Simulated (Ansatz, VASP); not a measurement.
## CdSe (Cadmoselite) in two plane-wave programs

Aim: how closely do two programs agree when they are given the same cell, functional and k mesh?

Main program and level: Ansatz 0.2.0; plane waves, with VASP 6.6.1 beside it; band structure at LDA, band structure at PBE and band structure at PBE, spin-orbit coupling.

## (1) Starting point

The structure is hexagonal, space group P6_3mc (No. 186). The conventional cell has a = 4.299 Å, b = 4.299 Å, c = 7.010 Å, α = 90.00°, β = 90.00°, γ = 120.00°. Nearest to Cd lie 4 Se at 2.63 to 2.64 Å. Nearest to Se lie 4 Cd at 2.63 to 2.64 Å. Farther neighbours and most contacts between anions are not listed.

## (2) Ansatz: band structure, LDA

Ansatz runs on its default PAW (the set named soft_2) files.

The same path points are solved in both programs, so levels can be compared one by one.

Input file input.yaml:

```yaml
crystal:
  lattice:
    - [4.299, 0.0, 0.0]
    - [-2.1495, 3.7230432109, 0.0]
    - [0.0, 0.0, 7.01]
  atoms:
    - { symbol: Cd, position: [0.3333333333, 0.6666666667, 0.0] }
    - { symbol: Cd, position: [0.6666666667, 0.3333333333, 0.5] }
    - { symbol: Se, position: [0.3333333333, 0.6666666667, 0.37679] }
    - { symbol: Se, position: [0.6666666667, 0.3333333333, 0.87679] }
hamiltonian:
  xc: lda
  pseudopotentials: { kind: paw }
kpoints:
  mp_grid: { grid: [4, 4, 2] }
  band_path:
    path:
      - [0.0, 0.0, 0.0]
      - [0.13333, 0.0, 0.0]
      - [0.3, 0.0, 0.0]
      - [0.46667, 0.0, 0.0]
      - [0.46667, 0.06667, 0.0]
      - [0.41111, 0.17778, 0.0]
      - [0.35556, 0.28889, 0.0]
      - [0.28889, 0.28889, 0.0]
      - [0.17778, 0.17778, 0.0]
      - [0.06667, 0.06667, 0.0]
      - [0.0, 0.0, 0.03333]
      - [0.0, 0.0, 0.2]
      - [0.0, 0.0, 0.36667]
      - [0.0, 0.0, 0.5]
      - [0.16667, 0.0, 0.5]
      - [0.3, 0.0, 0.5]
      - [0.46667, 0.0, 0.5]
      - [0.46667, 0.06667, 0.5]
      - [0.41111, 0.17778, 0.5]
      - [0.35556, 0.28889, 0.5]
      - [0.28889, 0.28889, 0.5]
      - [0.17778, 0.17778, 0.5]
      - [0.06667, 0.06667, 0.5]
      - [0.5, 0.0, 0.46667]
      - [0.5, 0.0, 0.3]
      - [0.5, 0.0, 0.13333]
      - [0.33333, 0.33333, 0.0]
      - [0.33333, 0.33333, 0.16667]
      - [0.33333, 0.33333, 0.33333]
      - [0.33333, 0.33333, 0.5]
    npoints: 1
scf:
  occupations: { method: gaussian, width: 0.02 }
  n_extra_bands: 8
output:
  forces: true
  stress: true
  eigenvalues: true
```

On the command line:

```console
> ansatz run input.yaml --threads 2 --pin off --max-ram 4608MiB --backend cpu --events-out ev --progress --plain --runs-dir out
```

Numbers of over 12 decimals in the logs are rounded to 6 here.

Output:

```text
scf.n_extra_bands = 8 over 36 filled bands (N_el = 72.0): the run solves 44 bands
Engine: ansatz 0.2.0, x86_64-unknown-linux-gnu
Pseudopotentials: kind: paw
Pseudopotential: Cd, paw, valence charge 20, recommended cutoff 420 eV (normal), Cd.paw.azcp
Pseudopotential: Se, paw, valence charge 16, recommended cutoff 420 eV (normal), Se.paw.azcp
Functional definition: SPW92
  exchange = slater_x
  correlation = pw_c
Crystal: 4 atoms, lattice volume = 112.198 Å³
Basis set: ecut = 420 eV, 2189 PW (Γ)
Bands: 44, of which v1, the nominal top of the filled ones, is band 36 counted from 1 (35 counted from 0)
Symmetry: 12 space group operations
Space group: P63mc (ITA 186), of the structure as read, at distance tolerance 4.8e-5 Å
k-points: 8 of 32
Non-local potential: Cd, projectors of the file, l = 0: 3, l = 1: 2, l = 2: 2, l = 3: 1
Non-local potential: Se, projectors of the file, l = 0: 2, l = 1: 2, l = 2: 3, l = 3: 1
PAW form: soft (Blöchl's): semilocal exchange-correlation on the pseudo side does not see the compensation charge
PAW frozen core: Cd, regenerated for the run's functional, and the local potential with it (the file was generated under x = pbe(κ = 0.804, μ = 0.219515), c = pbe(β = 0.066725))
PAW frozen core: Se, regenerated for the run's functional, and the local potential with it (the file was generated under x = pbe(κ = 0.804, μ = 0.219515), c = pbe(β = 0.066725))
PAW one-centre angular grid: Cd, 590 points (default); XC on 64 Gauss nodes
PAW one-centre angular grid: Se, 590 points (default); XC on 64 Gauss nodes
Initial density: superposition of atomic densities (neutral atoms: chi_scale 0, normalization atom), corrected by the library's trained network
Initial wavefunctions: pseudopotential atomic-orbital guess
Functional: x = slater, c = lda
SCF iter   1: F=—  HF=-27004.396536 eV  |F-HF|=—  |Δ(HF+E_count)|=         —  Δρ=6.83e-3  dr2=3.73e-2  ethr=1.77e-3  ⟨swp⟩=6.4  Hψ=1301  notcnv=0
preconditioner: auto → Resta (q_TF=auto, 2.534 Å⁻¹)  ε∞=4.1  [insulator: Δε(μ)=0.342 eV  Ē_g=11.932 eV  σ=0.020 eV  W_gap=1.00  n_scr=34 (ndim 8)  ℏωp=21.0 eV  f_vac=0.200  D(μ)=0.00/eV (n_scr^D=0)  ε∞_Penn≈4.1]
SCF iter   2: F=—  HF=-27004.386150 eV  |F-HF|=—  |Δ(HF+E_count)|=   1.04e-2  Δρ=2.69e-3  dr2=5.93e-3  ethr=5.18e-5  ⟨swp⟩=2.0  Hψ=586  notcnv=0  defer=22
SCF iter   3: F=—  HF=-27004.384938 eV  |F-HF|=—  |Δ(HF+E_count)|=   1.21e-3  Δρ=9.98e-4  dr2=8.79e-4  ethr=8.24e-6  ⟨swp⟩=1.8  Hψ=370  notcnv=0  defer=22
SCF iter   4: F=—  HF=-27004.384854 eV  |F-HF|=—  |Δ(HF+E_count)|=   8.37e-5  Δρ=1.52e-4  dr2=2.87e-5  ethr=1.22e-6  ⟨swp⟩=2.0  Hψ=360  notcnv=0  defer=22
SCF iter   5: F=—  HF=-27004.384895 eV  |F-HF|=—  |Δ(HF+E_count)|=   4.11e-5  Δρ=4.31e-5  dr2=2.81e-6  ethr=3.99e-8  ⟨swp⟩=2.0  Hψ=554  notcnv=0  defer=22
SCF iter   6: F=—  HF=-27004.384895 eV  |F-HF|=—  |Δ(HF+E_count)|=   5.13e-7  Δρ=1.75e-5  dr2=5.22e-7  ethr=3.90e-9  ⟨swp⟩=2.0  Hψ=554  notcnv=0  defer=22
SCF iter   7: F=-27004.384895 eV  HF=-27004.384895 eV  |F-HF|=2.14e-8  |Δ(HF+E_count)|=   2.46e-7  Δρ=3.98e-6  dr2=2.75e-8  ethr=1.39e-10  ⟨swp⟩=8.1  Hψ=1543  notcnv=0
SCF 1 converged in 7 iterations: F = -27004.384895 eV  dr2 = 2.75e-8
  greatest PAW one-centre occupation: 1.000 electrons in one spin orbital (limit 2), on the Cd atom at site 1 (counted from 0), in its partial waves of l = 0
NSCF: frozen V_eff on 30 k-points
SCF converged after 7 iterations
Free energy (F): -27004.384895 eV
Harris-Foulkes:  -27004.384895 eV  (|F-HF|=2.14e-8)
Internal energy: -27004.384895 eV  (E = F + TS)
E sigma→0 (E₀):  -27004.384895 eV
Fermi energy:    7.407162 eV
--- Per-component energies (eV) ---
  E_band       = -1803.066266
  E_kinetic    = 1248.908884
  E_local      = -12789.967279  (includes V_loc(G=0)·N_el)
  E_nonlocal   = -1096.564596
  E_hartree    = 6064.988106
  E_xc         = -557.795828
  E_vxc        = -639.252293  (∫ρ·V_xc dr)
  E_paw        = -11549.051646  (= ΣΔE_a)
  E_vpaw       = -656.173006  (= ΣTr[D̂ρ^β])
  E_aug_tail   = -0.001198  (compensation charges beyond the density's cutoff)
  E_ewald      = -8330.869200
  E_core_change = 5.967862  (= ΣΔE_core)
  E_smearing   = -0.000000  (= −TS)
  E_closure    = 0.000000  (closes the sum)
  Σ components = -27004.384895   (vs F -27004.384895, Δ=0.00e0)
--- Forces (eV/Å), atoms counted from 1 ---
  atom   1  Cd     0.00000000    -0.00000000     0.04391281
  atom   2  Cd    -0.00000000     0.00000000     0.04391281
  atom   3  Se    -0.00000000    -0.00000000    -0.04390630
  atom   4  Se    -0.00000000     0.00000000    -0.04390630
  max |Σ_I F_I| component: 1.30e-5 eV/Å
--- Stress (GPa, compression-positive) ---
       -1.595033       0.000000       0.000000
        0.000000      -1.595033      -0.000000
       -0.000000       0.000000      -2.027584
  P = ⅓ Tr σ = -1.7392 GPa (-17.392 kbar)
--- Band table (eV; the first three rows and the last of 8) ---
  k-point 0: bands = [... 32 lower, 6.4366, 7.1662, 7.2141, 7.2141, 7.5995, 9.1782, 12.9327, 12.9327, ... 4 higher]
  k-point 1: bands = [... 32 lower, 6.8069, 6.8069, 6.8069, 6.8069, 9.3636, 9.3636, 12.8715, 12.8715, ... 4 higher]
  k-point 2: bands = [... 32 lower, 4.9903, 5.8193, 6.6878, 6.8138, 9.6137, 10.4999, 12.1847, 12.9600, ... 4 higher]
  k-point 7: bands = [... 32 lower, 5.1023, 5.1023, 5.9873, 5.9873, 10.7506, 10.7506, 12.5730, 12.5730, ... 4 higher]
```

Run time: 3.8 s. Hardware: 2 threads of AMD EPYC 7B13 (Zen 3), shared host; peak memory 0.44 GiB.

The column dr2 measures how far the density is from self-consistency, as an energy; F and HF (Harris–Foulkes) agree once it is small.

## (3) VASP: band structure, LDA

The same cell, functional (in two slightly different forms), mesh and smearing now go to VASP, with its own data sets and cutoff.

Lines of VASP's logs that name or quote its potential files are left out, and so is its time.

Input file INCAR:

```
SYSTEM = CdSe
PREC = Accurate
ENCUT = 400
EDIFF = 1E-06
NELM = 100
ISMEAR = 0
SIGMA = 0.02
LREAL = .FALSE.
ALGO = Normal
GGA = CA
NBANDS = 32
LORBIT = 11
LWAVE = .FALSE.
LCHARG = .FALSE.
KPAR = 4
NCORE = 2
```

Input file POSCAR:

```
CdSe
1.0
    4.2990000000      0.0000000000      0.0000000000
   -2.1495000000      3.7230432109      0.0000000000
    0.0000000000      0.0000000000      7.0100000000
Cd Se
2 2
Direct
    0.3333333333      0.6666666667      0.0000000000
    0.6666666667      0.3333333333      0.5000000000
    0.3333333333      0.6666666667      0.3767900000
    0.6666666667      0.3333333333      0.8767900000
```

Input file KPOINTS:

```
Automatic mesh
0
Gamma
4 4 2
0 0 0
```

Input file KPOINTS_OPT:

```
Line mode
16
Line-mode
Reciprocal
  0.00000000   0.00000000   0.00000000 GAMMA
  0.50000000   0.00000000   0.00000000 M

  0.50000000   0.00000000   0.00000000 M
  0.33333333   0.33333333   0.00000000 K

  0.33333333   0.33333333   0.00000000 K
  0.00000000   0.00000000   0.00000000 GAMMA

  0.00000000   0.00000000   0.00000000 GAMMA
  0.00000000   0.00000000   0.50000000 A

  0.00000000   0.00000000   0.50000000 A
  0.50000000   0.00000000   0.50000000 L

  0.50000000   0.00000000   0.50000000 L
  0.33333333   0.33333333   0.50000000 H

  0.33333333   0.33333333   0.50000000 H
  0.00000000   0.00000000   0.50000000 A

  0.50000000   0.00000000   0.50000000 L
  0.50000000   0.00000000   0.00000000 M

  0.33333333   0.33333333   0.00000000 K
  0.33333333   0.33333333   0.50000000 H
```

PAW data sets: Cd and Se (PBE family, release 64).

On the command line:

```console
> mpirun -np 8 vasp_std
```

Output:

```text
[banner, memory and clock lines left out]
running    8 mpi-ranks, on    1 nodes
 distrk:  each k-point on    2 cores,    4 groups
 distr:  one band on    2 cores,    1 groups

 POSCAR found type information on POSCAR CdSe
 POSCAR found :  2 types and       4 ions
|                                                                             |
|               ----> ADVICE to this user running VASP <----                  |
|                                                                             |
|     You enforced a specific xc type in the INCAR file but a different       |
|     [... a line on the potential file left out ...]
|     I HOPE YOU KNOW WHAT YOU ARE DOING!                                     |
|                                                                             |

 LDA part: xc-table for (Slater(with rela. corr.)+CA(PZ))
 , standard interpolation
 POSCAR, INCAR and KPOINTS ok, starting setup
 FFT: planning ... GRIDC
 FFT: planning ... GRID_SOFT
 FFT: planning ... GRID
 WAVECAR not read
 entering main loop
       N       E                     dE             d eps       ncg     rms          rms(c)
DAV:   1     0.204787707570E+03    0.20479E+03   -0.14511E+04   512   0.827E+02
DAV:   2    -0.450423592990E+01   -0.20929E+03   -0.20056E+03   600   0.241E+02
DAV:   3    -0.143630270181E+02   -0.98588E+01   -0.98112E+01   616   0.540E+01
DAV:   4    -0.144178445864E+02   -0.54818E-01   -0.54814E-01   560   0.393E+00
DAV:   5    -0.144181685099E+02   -0.32392E-03   -0.32392E-03   624   0.272E-01    0.805E+00
DAV:   6    -0.135755510200E+02    0.84262E+00   -0.12200E+00   664   0.115E+01    0.654E+00
DAV:   7    -0.135344058866E+02    0.41145E-01   -0.40426E-01   616   0.289E+00    0.308E+00
DAV:   8    -0.135279397677E+02    0.64661E-02   -0.39352E-02   576   0.173E+00    0.318E-01
DAV:   9    -0.135268859526E+02    0.10538E-02   -0.51534E-03   592   0.764E-01    0.824E-02
DAV:  10    -0.135268200687E+02    0.65884E-04   -0.38291E-04   576   0.178E-01    0.460E-02
DAV:  11    -0.135268480777E+02   -0.28009E-04   -0.12759E-04   584   0.724E-02    0.249E-02
DAV:  12    -0.135268354794E+02    0.12598E-04   -0.24761E-05   584   0.461E-02    0.114E-02
DAV:  13    -0.135268356005E+02   -0.12114E-06   -0.34812E-06   576   0.730E-03
   1 F= -.13526836E+02 E0= -.13526836E+02  d E =-.152693E-11
 Start KPOINTS_OPT (optional k-point list driver)
k-point batch [1-8\144]
       N       E                     dE             ncg
DAV:   1     0.205365607131E+03   -0.89274E+03      512
DAV:   2    -0.148339902508E+04   -0.16888E+04      600
DAV:   3    -0.156319735016E+04   -0.79798E+02      592
DAV:   4    -0.156367238019E+04   -0.47503E+00      544
DAV:   5    -0.156367533807E+04   -0.29579E-02      608
DAV:   6    -0.156367537747E+04   -0.39393E-04      560
DAV:   7    -0.156367537823E+04   -0.76623E-06      536
[...]
k-point batch [137-144\144]
       N       E                     dE             ncg
DAV:   1     0.747841313797E+02   -0.82156E+04      512
DAV:   2    -0.158552312915E+04   -0.16603E+04      600
DAV:   3    -0.166055966445E+04   -0.75037E+02      608
DAV:   4    -0.166094271302E+04   -0.38305E+00      592
DAV:   5    -0.166094500032E+04   -0.22873E-02      632
DAV:   6    -0.166094502794E+04   -0.27622E-04      544
DAV:   7    -0.166094502837E+04   -0.43388E-06      560
```

From OUTCAR (step 3):

```text
ion  position               nearest neighbor table
   1  0.333  0.667  0.000-   4 2.63   4 2.63   4 2.63   3 2.64
   2  0.667  0.333  0.500-   3 2.63   3 2.63   3 2.63   4 2.64
   3  0.333  0.667  0.377-   2 2.63   2 2.63   2 2.63   1 2.64
   4  0.667  0.333  0.877-   1 2.63   1 2.63   1 2.63   2 2.64

  LATTYP: Found a hexagonal cell.
 ALAT       =     4.2990000000
 C/A-ratio  =     1.6306117702

 Subroutine GETGRP returns: Found 12 space group operations
 (whereof  6 operations were pure point group operations)

The static configuration has the point symmetry C_3v.
 The point group associated with its full space group is C_6v.

 Found      8 irreducible k-points:

   k-points           NKPTS =      8   k-points in BZ     NKDIM =      8   number of bands    NBANDS=     32

   dimension x,y,z NGX =    28 NGY =   28 NGZ =   48
   dimension x,y,z NGXF=    56 NGYF=   56 NGZF=   96

   ENCUT  =  400.0 eV  29.40 Ry    5.42 a.u.   7.01  7.01 11.43*2*pi/ulx,y,z

   NELECT =      36.0000    total number of electrons

 k-points in reciprocal lattice and weights: Automatic mesh
   0.00000000  0.00000000  0.00000000       0.031
   0.25000000  0.00000000  0.00000000       0.188
   0.50000000  0.00000000  0.00000000       0.094
   0.25000000  0.25000000  0.00000000       0.188
   0.00000000  0.00000000  0.50000000       0.031
   0.25000000  0.00000000  0.50000000       0.188
   0.50000000  0.00000000  0.50000000       0.094
   0.25000000  0.25000000  0.50000000       0.188

 average (electrostatic) potential at core
       1 -39.9499       2 -39.9499       3 -56.3732       4 -56.3732

 E-fermi :   0.7782

 k-point     1 :       0.0000    0.0000    0.0000
  band No.  band energies     occupation
    ...
     14      -0.0954      2.00000
     15      -0.0954      2.00000
     16       0.6415      2.00000
     17       0.6889      2.00000
     18       0.6889      2.00000
     19       1.1022      0.00000
     20       2.6608      0.00000
     21       6.3790      0.00000
     22       6.3790      0.00000
     23       6.6709      0.00000
    ...

 k-point     2 :       0.2500    0.0000    0.0000
  band No.  band energies     occupation
    ...
     14      -1.9171      2.00000
     15      -1.5402      2.00000
     16      -0.7176      2.00000
     17       0.1581      2.00000
     18       0.2850      2.00000
     19       3.1088      0.00000
     20       3.9744      0.00000
     21       5.6603      0.00000
     22       6.4223      0.00000
     23       6.9879      0.00000
    ...

 k-point     3 :       0.5000    0.0000    0.0000
  band No.  band energies     occupation
    ...
     14      -3.0768      2.00000
     15      -2.0472      2.00000
     16      -1.2249      2.00000
     17      -0.6924      2.00000
     18      -0.1000      2.00000
     19       3.7252      0.00000
     20       3.8126      0.00000
     21       5.2809      0.00000
     22       6.6709      0.00000
     23       7.0187      0.00000
    ...

  Total       -0.9973166     -0.9973166     -1.3138668      0.0000000      0.0000000      0.0000000
  in kB      -14.2416422    -14.2416422    -18.7619671      0.0000000      0.0000000      0.0000000
  external PRESSURE =     -15.7484172 kB  Pullay stress =       0.0000000 kB

  energy-cutoff  :      400.00
  volume of cell :      112.20
      direct lattice vectors                 reciprocal lattice vectors
     4.299000000  0.000000000  0.000000000     0.232612235  0.134298737  0.000000000
    -2.149500000  3.723043211  0.000000000     0.000000000  0.268597473  0.000000000
     0.000000000  0.000000000  7.010000000     0.000000000  0.000000000  0.142653352

 POSITION                                       TOTAL-FORCE (eV/Angst)
 -----------------------------------------------------------------------------------
     -0.00000      2.48203      0.00000        -0.000000     -0.000000      0.047066
      2.14950      1.24101      3.50500        -0.000000      0.000000      0.047066
     -0.00000      2.48203      2.64130         0.000000      0.000000     -0.047066
      2.14950      1.24101      6.14630         0.000000      0.000000     -0.047066
 -----------------------------------------------------------------------------------
    total drift:                               -0.000000      0.000000     -0.000293

  FREE ENERGIE OF THE ION-ELECTRON SYSTEM (eV)
  ---------------------------------------------------
  free  energy   TOTEN  =       -13.5268356005 eV

  energy  without entropy=      -13.5268356005  energy(sigma->0) =      -13.52683560

 total charge
# of ion       s       p       d       tot
------------------------------------------
    1        0.452   0.324   9.549  10.324
    2        0.452   0.324   9.549  10.324
    3        1.447   2.376   0.023   3.846
    4        1.447   2.376   0.023   3.846
--------------------------------------------------
tot          3.799   5.399  19.143  28.341

[... 3 further parts left out ...]
```

Spin-orbit coupling is off here; it would split degenerate levels, and it lifts a valence top of Se p states by about 0.1 eV. The PAW data sets were made with PBE, though LDA sets exist; this is a small mismatch.

## (4) Side by side

Known differences besides the potentials themselves: the two LDA forms differ slightly; the data sets hold 72 valence electrons in Ansatz (default PAW (the set named soft_2) files) and 36 in VASP; the cutoff is 420 eV in Ansatz and 400 eV in VASP; Ansatz makes its cores anew for this functional, VASP keeps those of its PBE data sets; VASP's log shows a relativistic correction to its local exchange, Ansatz's none. Total energies have different zeros and are not compared.

Both answers:

```tsv
quantity	Ansatz	VASP	difference
pressure (GPa)	-1.74	-1.57	-0.16
gap over the path points (eV)	0.385	0.413	-0.028
```

Forces (eV/Å; atoms numbered as in POSCAR):

```tsv
atom	Ansatz x, y, z	VASP x, y, z
Cd1	0.000, 0.000, 0.044	0.000, 0.000, 0.047
Cd2	0.000, 0.000, 0.044	0.000, 0.000, 0.047
Se3	0.000, 0.000, -0.044	0.000, 0.000, -0.047
Se4	0.000, 0.000, -0.044	0.000, 0.000, -0.047
```

Levels at points of the path, from each program's valence-band top (eV; 4 filled, then empty):

```tsv
k (reciprocal lattice)	Ansatz	VASP
0.000 0.000 0.000	-0.78 -0.05 0.00 0.00 0.39 1.96 5.72	-0.78 -0.05 0.00 0.00 0.41 1.97 5.69
0.133 0.000 0.000	-1.18 -1.00 -0.18 -0.13 1.51 2.71 5.20	-1.18 -1.01 -0.18 -0.13 1.53 2.72 5.18
0.300 0.000 0.000	-2.57 -1.56 -0.73 -0.52 2.66 3.29 4.95	-2.58 -1.57 -0.73 -0.53 2.68 3.28 4.95
0.467 0.000 0.000	-2.73 -1.89 -1.34 -0.77 3.02 3.14 4.62	-2.75 -1.90 -1.35 -0.78 3.03 3.13 4.61
0.467 0.067 0.000	-2.71 -1.99 -1.39 -0.89 3.17 3.32 4.57	-2.73 -2.01 -1.40 -0.90 3.19 3.31 4.55
0.411 0.178 0.000	-2.78 -2.24 -1.53 -1.35 3.83 4.19 4.34	-2.80 -2.26 -1.54 -1.36 3.85 4.19 4.32
0.356 0.289 0.000	-3.09 -2.06 -1.78 -1.70 4.07 4.49 4.71	-3.12 -2.07 -1.80 -1.71 4.04 4.52 4.74
0.289 0.289 0.000	-2.98 -2.24 -1.62 -1.59 4.15 4.30 4.75	-3.00 -2.25 -1.64 -1.61 4.12 4.32 4.77
0.178 0.178 0.000	-2.61 -1.87 -0.82 -0.72 3.00 4.05 4.95	-2.63 -1.88 -0.82 -0.73 3.02 4.06 4.94
0.067 0.067 0.000	-1.10 -0.87 -0.14 -0.12 1.36 2.58 5.29	-1.10 -0.88 -0.15 -0.12 1.38 2.58 5.27
```

The forces differ by 1.8 meV/Å r.m.s., which is 6.7 % of the r.m.s. force of 0.03 eV/Å (both taken over all components). Among the levels compared at these points, filled levels agree within 23 meV and empty ones within 29 meV.

## (5) Further runs

Further runs change the set-up of one program: Ansatz's method, potentials or start, or VASP's data sets, cutoff or form of LDA. The table gives Ansatz less VASP for each quantity, since a change that brings one quantity closer may part another.

```tsv
run	r.m.s. force difference (meV/Å)	pressure (GPa)	gap over the path points (eV)
as above	1.8	-0.16	-0.028
Ansatz's all-electron LAPW method	1.8	-0.15	-0.029
```

(Part 1 of 2 ends here.)

[Lines on the potential files, build, host, timing and source positions are cut from VASP's logs without a mark.]

[Logs are printed without paths, hosts, clocks, repeated set-up lines and the standing remarks that a program may print on its own settings, such as how far it seeks lower states.]

[Hosts, paths, dates, database ids (printed as entryN), source tags and the programs' standing remarks are cut or masked in the printed files.]

[VASP's PBE data sets in a run with another functional are called a small mismatch above; for pressures it isn't always small: they can move by 1 GPa and more.]
